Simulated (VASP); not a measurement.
```xyz
2
Lattice="0.0000 2.9826 2.9826 2.9826 0.0000 2.9826 2.9826 2.9826 0.0000" Properties=species:S:1:pos:R:3 pbc="T T T"
Zn     2.9826     2.9826     5.9651
Te     1.4913     1.4913     1.4913
```

These are PBE GGA with D4 dispersion, VASP's PBE PAW potentials (set 64) (plane waves; VASP) values and carry that method's errors. Run with 520 eV cut-off, 8×8×8 Γ-centred mesh, Gaussian smearing of 0.050 eV, potentials Zn Te.

Give the stress tensor in GPa (positive for a compressed cell).

```
3.54  0.00  0.00
0.00  3.54  0.00
0.00  0.00  3.54
```
The pressure is its mean diagonal, 3.54 GPa.

The compound is ZnTe in the zinc blende structure. This cell is one point of a volume scan, at 0.94 of the reference volume.
